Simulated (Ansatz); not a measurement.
# BaTiO3 (P1) in Ansatz: further runs

One crystal, BaTiO3, is run at these levels: r2SCAN+rVV10, PBE; tasks: relaxation of cell and atoms, single point.

All numbers are computed with Ansatz 0.2.0; they aren't measurements. Logs are shortened: lines on timing, memory, paths and dates and some standing lists are left out, and cuts for length are marked.

## 1. The structure

The typed cell holds 10 atoms: a = 3.803 Å, b = 4.131 Å, c = 7.975 Å, α = 89.10°, β = 88.33°, γ = 89.36°.

## 2. Relaxation of cell and atoms, r2SCAN+rVV10

Input file input.yaml:

```yaml
crystal:
  lattice:
    - [-3.80268156, -0.05658243, -0.02181512]
    - [-0.02191438, -0.03167986, -4.13033488]
    - [-0.11316485, -7.97351199, -0.06307272]
  atoms:
    - { symbol: Ba, position: [0.04486322, 0.90916552, 0.49511477] }
    - { symbol: Ba, position: [0.00814907, 0.9218096, 0.02441397] }
    - { symbol: Ti, position: [0.45719229, 0.52057169, 0.20538669] }
    - { symbol: Ti, position: [0.50231709, 0.47064326, 0.76225275] }
    - { symbol: O, position: [0.48144089, 0.03993233, 0.24039032] }
    - { symbol: O, position: [0.45628989, 0.07297889, 0.69356516] }
    - { symbol: O, position: [0.5380255, 0.54058565, 0.44980358] }
    - { symbol: O, position: [0.5290554, 0.55799572, 0.03050014] }
    - { symbol: O, position: [0.98202325, 0.45739828, 0.26038045] }
    - { symbol: O, position: [0.00064341, 0.50891906, 0.83819216] }
hamiltonian:
  xc: r2scan
  pseudopotentials: { kind: paw }
  dispersion: rvv10
kpoints:
  mp_grid: { grid: [7, 7, 4] }
scf:
  occupations: { method: fermi_dirac, width: 0.05 }
output:
  forces: true
  stress: true
  eigenvalues: true
relax:
  f_tol: 0.01
  max_steps: 40
  cell: { stress_tol: 0.05 }
```

Potentials or basis: Ansatz PAW.

Started as:

```console
> ansatz run input.yaml --threads 4 --pin off --max-ram 11264MiB --backend cpu --events-out ev --progress --plain --runs-dir out
```

What it wrote:

```text
Warning: RAYON_NUM_THREADS=4 ignored (pool sized by the plan → 4); use --threads N
Engine: ansatz 0.2.0, x86_64-unknown-linux-gnu
Pseudopotentials: kind: paw
Pseudopotential: Ba, paw, valence charge 10, recommended cutoff 500 eV (meta_gga), Ba.paw.azcp
Pseudopotential: Ti, paw, valence charge 12, recommended cutoff 500 eV (meta_gga), Ti.paw.azcp
Pseudopotential: O, paw, valence charge 6, recommended cutoff 500 eV (meta_gga), O.paw.azcp
Functional definition: r2SCAN+rVV10
  parameter k0 = 0.174
  parameter k1 = 0.065
  parameter a1 = 4.9479
  exchange = r2scan_x(k0 = k0, k1 = k1, a1 = a1)
  correlation = r2scan_c + rvv10(11.95, 0.0093)
Crystal: 10 atoms, lattice volume = 125.197 Å³
Basis set: ecut = 500 eV, 3177 PW (Γ), exchange–correlation on 128×144×288 points (64 copies of the dense FFT grid, shifted against one another)
Bands: 50, of which v1, the nominal top of the filled ones, is band 40 counted from 1 (39 counted from 0)
Symmetry: 1 space group operations
Space group: P1 (ITA 1), of the structure as read, at distance tolerance 5.0e-5 Å
k-points: 99 of 196 (time reversal used)
Non-local potential: Ba, projectors of the file, l = 0: 3, l = 1: 2, l = 2: 2, l = 3: 2
Non-local potential: Ti, projectors of the file, l = 0: 3, l = 1: 2, l = 2: 3, l = 3: 1
Non-local potential: O, projectors of the file, l = 0: 2, l = 1: 2, l = 2: 1
PAW form: soft (Blöchl's): semilocal exchange-correlation on the pseudo side does not see the compensation charge
rVV10 density: all electrons in the spheres
PAW frozen core: Ba, regenerated for the run's functional (the file was generated under x = pbe(κ = 0.804, μ = 0.2195149727645171), c = pbe(β = 0.06672455060314922))
PAW frozen core: Ti, regenerated for the run's functional (the file was generated under x = pbe(κ = 0.804, μ = 0.2195149727645171), c = pbe(β = 0.06672455060314922))
PAW frozen core: O, regenerated for the run's functional (the file was generated under x = pbe(κ = 0.804, μ = 0.2195149727645171), c = pbe(β = 0.06672455060314922))
PAW one-centre angular grid: Ba, 302 points (default); XC on 160 Gauss nodes
PAW one-centre angular grid: Ti, 590 points (default); XC on 160 Gauss nodes
PAW one-centre angular grid: O, 302 points (default); XC on 160 Gauss nodes
[... 195 lines left out ...]
  E_vtau       = 73.570747  (kinetic-family band-sum trace: ∫τ·v_τ [+ j·A + Jᵃ·Aᵃ] dr)
  E_ewald      = -5620.882288
  E_core_change = -0.557728  (= ΣΔE_core)
  E_smearing   = -0.000000  (= −TS)
  E_closure    = -0.000000  (closes the sum)
  Σ components = -20360.520492   (vs F -20360.520492, Δ=0.00e0)
--- Forces (eV/Å), atoms counted from 1 ---
  atom   1  Ba    -0.00001920     0.00001328    -0.00002758
  atom   2  Ba     0.00001390     0.00006441    -0.00007421
  atom   3  Ti     0.00002498     0.00031906     0.00001255
  atom   4  Ti     0.00001730     0.00036749     0.00002639
  atom   5  O     -0.00002165    -0.00005531    -0.00000919
  atom   6  O     -0.00005319    -0.00008369     0.00000212
  atom   7  O      0.00000551    -0.00023666     0.00009040
  atom   8  O      0.00005896    -0.00029076     0.00000880
  atom   9  O     -0.00005454    -0.00004183    -0.00001291
  atom  10  O     -0.00000426    -0.00008160    -0.00004961
  max |Σ_I F_I| component: 3.32e-5 eV/Å
--- Stress (GPa, compression-positive) ---
       -0.008421       0.000551       0.000204
        0.000551      -0.007243       0.000567
        0.000204       0.000567      -0.008572
  P = ⅓ Tr σ = -0.0081 GPa (-0.081 kbar)
--- Band table (eV; the first three rows and the last of 99) ---
  k-point 0: bands = ["-48.6010", "-48.6001", "-23.8482", "-23.7923", "-23.7921", "-23.7901", "-23.7887", "-23.7877", "-15.3585", "-15.2249", "-8.0858", "-7.8539", "-7.2311", "-7.2309", "-7.2002", "-6.9240", "-0.1435", "-0.1432", "-0.1431", "0.0272", "0.0334", "0.2462", "5.9323", "7.1978", "7.2128", "7.6537", "7.6539", "7.6579", "7.8445", "7.8662", "8.2096", "8.3067", "8.5688", "8.5689", "8.7842", "8.9798", "9.0856", "9.4444", "9.5540", "9.5540", "12.6458", "12.6468", "12.7822", "12.7907", "14.0487", "14.1468", "14.6962", "14.7289", "14.7292", "15.5888"]
  k-point 1: bands = ["-48.6009", "-48.6002", "-23.8399", "-23.7996", "-23.7919", "-23.7904", "-23.7893", "-23.7880", "-15.3394", "-15.2450", "-8.0357", "-7.8620", "-7.2266", "-7.2171", "-7.2048", "-6.9907", "-0.1193", "-0.1189", "-0.0854", "0.0011", "0.0062", "0.1895", "6.1684", "7.2853", "7.3017", "7.3820", "7.6127", "7.6240", "7.9389", "7.9487", "8.2718", "8.3907", "8.4078", "8.4261", "8.6920", "9.0655", "9.1472", "9.1606", "9.4772", "9.5241", "12.6736", "12.7726", "12.8831", "12.8986", "13.8338", "13.9324", "14.7092", "14.7277", "15.1358", "15.8707"]
  k-point 2: bands = ["-48.6006", "-48.6006", "-23.8197", "-23.8197", "-23.7912", "-23.7912", "-23.7887", "-23.7887", "-15.2927", "-15.2927", "-7.9289", "-7.9289", "-7.2158", "-7.2158", "-7.1293", "-7.1293", "-0.0601", "-0.0601", "-0.0576", "-0.0576", "0.0525", "0.0525", "6.7584", "6.7584", "7.4744", "7.4744", "7.4916", "7.4916", "8.1323", "8.1323", "8.1648", "8.1648", "8.4628", "8.4628", "8.7107", "8.7107", "9.2867", "9.2867", "9.3049", "9.3049", "12.7284", "12.7284", "13.3332", "13.3332", "13.4199", "13.4199", "14.7223", "14.7223", "15.8463", "15.8463"]
  k-point 98: bands = ["-48.5998", "-48.5992", "-23.8445", "-23.8423", "-23.8361", "-23.7997", "-23.7977", "-23.7962", "-15.2038", "-15.1453", "-7.9128", "-7.5546", "-7.1702", "-7.1253", "-7.0957", "-7.0072", "-0.3251", "-0.2852", "-0.1396", "0.0065", "0.0737", "0.1801", "5.8295", "5.9513", "6.2861", "6.3855", "6.8747", "7.2012", "7.2424", "7.3379", "7.4154", "7.6224", "7.9478", "8.3998", "8.7550", "8.9334", "9.0125", "9.0246", "9.1464", "9.7237", "13.2048", "13.9471", "14.0027", "14.0846", "14.1406", "14.4022", "15.3718", "15.9777", "16.8392", "17.8471"]
--- Relaxed structure (9 steps of the walk, 8 accepted, 2 SCFs on fresh bases) ---
  F+E_penalty+E_count = -20360.52049247 eV   max|allowed force component| = 3.701e-4 eV/Å   (the final SCF, on the basis selected at the relaxed cell)
  cell:  # Å, volume = 128.4158 Å³
    - [-4.004422919361109, -0.005097113312295649, -0.005007117979216713]
    - [-0.0055053911121547595, -0.00536924168861946, -4.004467608006836]
    - [-0.010721661304080253, -8.008216407494588, -0.010186404239095975]
  atoms:
    - { symbol: Ba, position: [-0.005920455887092521, 0.9940766723598422, 0.4970520329653559] }
    - { symbol: Ba, position: [-0.005918943396557073, 0.9940742620564345, -0.0029476630924420728] }
    - { symbol: Ti, position: [0.4819069727821382, 0.4818981505771189, 0.240981957112914] }
    - { symbol: Ti, position: [0.4819062068676829, 0.48189879083090753, 0.7409820872704451] }
    - { symbol: O, position: [0.5053969126205871, 0.01321519109717792, 0.25269240361688156] }
    - { symbol: O, position: [0.505396343838954, 0.013214711103299814, 0.7526921266606801] }
    - { symbol: O, position: [0.5054075928302624, 0.5054127804409919, 0.5065804473509121] }
    - { symbol: O, position: [0.5054096799096125, 0.5054094127731402, 0.006580214616332687] }
    - { symbol: O, position: [1.0132074043151982, 0.5054008277318974, 0.25269333966235896] }
    - { symbol: O, position: [0.013208296119213776, 0.5053992010291891, 0.7526930438365619] }
```

Run time: 8.5 min. Hardware: 4 threads of Intel Xeon Platinum 8259CL at 2.50GHz (Skylake/Cascade Lake), shared host; peak memory 1.4 GiB.

Results:

| Quantity | Value |
| --- | --- |
| Free energy | -20360.5205 eV |
| Relaxed volume | 12.84 Å³/atom |
| Relaxed cell | a = 4.004 Å, b = 4.004 Å, c = 8.008 Å, α = 89.85°, β = 89.85°, γ = 89.85° |
| Space group after relaxing (to 0.05 Å) | R3m (No. 160) |
| Energy gained by relaxing | 1085.2 meV/atom |
| Ionic steps | 10 |
| Pressure after relaxing | 0.0 GPa |
| Band gap on the k mesh | 2.78 eV, indirect (least direct gap 2.96 eV) |

The path:
| step | energy change (eV) | largest force (eV/Å) | volume (Å³) |
| --- | --- | --- | --- |
| 1 | 0.0000 | 27.2148 | 125.20 |
| 2 | -6.9992 | 10.7741 | 131.68 |
| 3 | -9.7421 | 3.2928 | 131.39 |
| 4 | -10.6383 | 1.3142 | 131.39 |
| 5 | -10.8416 | 0.1268 | 128.38 |
| 6 | -10.8494 | 0.0576 | 128.60 |
| 7 | -10.8506 | 0.0022 | 128.44 |
| 8 | -10.8520 | 0.0021 | 128.44 |
| 9 | -10.8520 | 0.0004 | 128.42 |
| 10 | -10.8520 | 0.0004 | 128.42 |

Final structure:
```cif
data_structure
_symmetry_space_group_name_H-M 'P 1'
_symmetry_Int_Tables_number 1
_cell_length_a 4.0044
_cell_length_b 4.0045
_cell_length_c 8.0082
_cell_angle_alpha 89.850
_cell_angle_beta 89.850
_cell_angle_gamma 89.849
_cell_volume 128.42
loop_
_atom_site_label
_atom_site_type_symbol
_atom_site_fract_x
_atom_site_fract_y
_atom_site_fract_z
_atom_site_occupancy
Ba1 Ba 0.99408 0.99408 0.49705 1
Ba2 Ba 0.99408 0.99407 0.99705 1
Ti1 Ti 0.48191 0.48190 0.24098 1
Ti2 Ti 0.48191 0.48190 0.74098 1
O1 O 0.50540 0.01322 0.25269 1
O2 O 0.50540 0.01321 0.75269 1
O3 O 0.50541 0.50541 0.50658 1
O4 O 0.50541 0.50541 0.00658 1
O5 O 0.01321 0.50540 0.25269 1
O6 O 0.01321 0.50540 0.75269 1
```

Levels at points of the mesh, in eV from the valence-band top:
```
            k point  band 36  band 37  band 38  band 39  band 40  band 41  band 42  band 43  band 44  band 45
 (0.00, 0.00, 0.00)    -0.89    -0.78    -0.42    -0.31    -0.31     2.78     2.78     2.92     2.92     4.18
(0.00, 0.00, -0.50)    -1.16    -0.58    -0.58    -0.56    -0.56     2.86     2.86     3.47     3.47     3.55
```

Caveat: odd divisions of the mesh miss points on the zone boundary, where band edges often lie, so the gap on the mesh can be too wide; the plane-wave basis is chosen anew once the cell has moved, so the energies of steps on either side of that aren't comparable; spin-orbit coupling is left out, which moves the levels of the heavy elements; the PAW data sets come from PBE, with cores solved anew for the run's functional, which leaves a small shift of forces and pressure. r2SCAN opens gaps a little over a GGA but as a rule still falls short of measured ones.

## 3. Single point, PBE

Changes to input.yaml since step 2:

```diff
@@ -17,5 +17,4 @@
 hamiltonian:
-  xc: r2scan
+  xc: pbe
   pseudopotentials: { kind: paw }
-  dispersion: rvv10
 kpoints:
@@ -24,2 +23,4 @@
   occupations: { method: fermi_dirac, width: 0.05 }
+basis:
+  ecutwfc: "350 eV"
 output:
@@ -28,5 +29 @@
   eigenvalues: true
-relax:
-  f_tol: 0.01
-  max_steps: 40
-  cell: { stress_tol: 0.05 }
```

Potentials or basis: Ansatz PAW.

Started as:

```console
> ansatz run input.yaml --threads 4 --pin off --max-ram 11264MiB --backend cpu --events-out ev --progress --plain --runs-dir out
```

What it wrote:

```text
Warning: basis.ecutwfc = 350 eV is below the records' recommended 420 eV, and the density's cutoff is lower with it unless basis.ecutrho_ratio is high enough to keep the records' density cutoff: compare with a run at a higher cutoff
Warning: RAYON_NUM_THREADS=4 ignored (pool sized by the plan → 4); use --threads N
[... 2 set-up lines as earlier in the session ...]
Pseudopotential: Ba, paw, valence charge 10, recommended cutoff 420 eV (normal), Ba.paw.azcp
Pseudopotential: Ti, paw, valence charge 12, recommended cutoff 420 eV (normal), Ti.paw.azcp
Pseudopotential: O, paw, valence charge 6, recommended cutoff 420 eV (normal), O.paw.azcp
Functional definition: PBE
[... 61 lines left out ...]
  atom   7  O      0.31870285    -5.66638948     0.51687713
  atom   8  O     -2.41772453    23.68154555    -0.74059763
  atom   9  O     -0.36802882     2.17374713    -0.87369139
  atom  10  O     -0.44351521     3.65144777     1.48999885
  max |Σ_I F_I| component: 1.03e-4 eV/Å
--- Stress (GPa, compression-positive) ---
       30.686415      -7.561746      -1.499449
       -7.561746      58.760312      -0.978873
       -1.499449      -0.978873      20.278799
  P = ⅓ Tr σ = 36.5752 GPa (365.752 kbar)
--- Band table (eV; the first three rows and the last of 99) ---
  k-point 0: bands = ["-46.5404", "-44.3629", "-22.9551", "-22.7871", "-22.7432", "-22.4592", "-20.4086", "-20.3366", "-14.2244", "-13.1958", "-7.3249", "-6.7432", "-6.4275", "-5.3758", "-4.5496", "-4.0989", "0.2412", "0.4605", "1.0243", "1.5697", "1.7206", "1.9294", "5.3664", "5.9147", "6.0906", "7.1926", "7.3253", "7.5312", "7.7376", "7.9247", "8.1981", "8.7091", "8.9681", "9.4252", "9.9331", "10.4195", "10.4834", "10.5521", "11.2518", "11.7370", "12.1788", "13.2505", "13.8603", "14.0318", "14.2039", "14.6641", "15.9958", "16.2575", "16.2933"]
  k-point 1: bands = ["-46.5405", "-44.3629", "-22.9551", "-22.7865", "-22.7431", "-22.4601", "-20.4087", "-20.3367", "-14.2221", "-13.1995", "-7.3197", "-6.7127", "-6.4447", "-5.3913", "-4.5522", "-4.1077", "0.2415", "0.4587", "1.0390", "1.5449", "1.7258", "1.9374", "5.3968", "5.8989", "6.1403", "7.1514", "7.3197", "7.4912", "7.8012", "7.9096", "8.2176", "8.7681", "8.9546", "9.3717", "9.9479", "10.3670", "10.4486", "10.5551", "11.2617", "11.7204", "12.1634", "13.2458", "13.8547", "14.0101", "14.1991", "14.6713", "15.9697", "16.3554", "16.5184"]
  k-point 2: bands = ["-46.5404", "-44.3629", "-22.9551", "-22.7859", "-22.7428", "-22.4610", "-20.4087", "-20.3366", "-14.2197", "-13.2033", "-7.3146", "-6.6763", "-6.4674", "-5.4069", "-4.5547", "-4.1165", "0.2419", "0.4570", "1.0550", "1.5206", "1.7298", "1.9453", "5.4280", "5.8877", "6.1884", "7.1271", "7.3229", "7.4273", "7.8672", "7.9148", "8.2121", "8.8609", "8.9189", "9.3239", "9.9624", "10.2716", "10.4517", "10.5585", "11.2718", "11.7029", "12.1475", "13.2492", "13.8559", "13.9879", "14.1862", "14.6876", "15.9768", "16.4441", "16.6095"]
  k-point 98: bands = ["-46.5384", "-44.3604", "-22.9577", "-22.8252", "-22.7642", "-22.4525", "-20.4923", "-20.3482", "-14.0063", "-12.9968", "-7.1516", "-6.8313", "-6.5988", "-4.9966", "-4.7432", "-4.2827", "0.1282", "0.4832", "0.7692", "1.3707", "1.6242", "1.8224", "5.2490", "5.5707", "6.1843", "6.7465", "7.0491", "7.3076", "7.7029", "7.7513", "8.0889", "8.5527", "9.0240", "9.3794", "9.6706", "9.9228", "10.5216", "10.9173", "11.2639", "11.5966", "12.6931", "12.9202", "13.5884", "13.9520", "14.7188", "15.3189", "16.1741", "16.5761", "17.0829"]
```

It took 12 s on 4 threads of Intel Xeon Platinum 8259CL at 2.50GHz (Skylake/Cascade Lake), shared host; peak memory 0.71 GiB.

Results:

- Free energy: -20308.2059 eV
- Pressure: 36.6 GPa
- Largest force: 26.563 eV/Å
- Band gap on the k mesh: 0.33 eV, indirect (least direct gap 0.44 eV)

Forces in eV/Å, atoms in the order of the input:
```
Ba    1.950   2.249  -1.871
Ba    0.617  -0.416  -5.827
Ti    2.262 -26.023   4.824
Ti   -0.100   2.125   0.535
O    -0.145   1.469   1.773
O    -1.673  -3.244   0.173
O     0.319  -5.666   0.517
O    -2.418  23.682  -0.741
O    -0.368   2.174  -0.874
O    -0.444   3.651   1.490
```

Stress tensor (GPa, compression positive):
```
30.69 -7.56 -1.50
-7.56 58.76 -0.98
-1.50 -0.98 20.28
```

Levels at points of the mesh, in eV from the valence-band top:
```tsv
k point	band 36	band 37	band 38	band 39	band 40	band 41	band 42	band 43	band 44	band 45
(0.00, 0.00, 0.00)	-1.40	-1.33	-1.26	-0.56	-0.08	0.36	1.44	2.05	2.22	2.39
(0.00, 0.00, -0.50)	-1.54	-1.36	-1.26	-0.54	-0.11	0.33	1.43	2.04	2.17	2.37
```

Caveat: a pressure of tens of GPa on the cell as given is suspect, and the run, the potentials or the cell itself is likely at fault; odd divisions of the mesh miss points on the zone boundary, where band edges often lie, so the gap on the mesh can be too wide; the pressure holds a Pulay correction of +6.0 GPa for the finite cutoff; spin-orbit coupling is left out, which moves the levels of the heavy elements; forces of over 1 eV/Å show positions far from the minimum, so gaps and moduli don't describe the material at rest; the cutoff lies under the one recommended for these potentials.
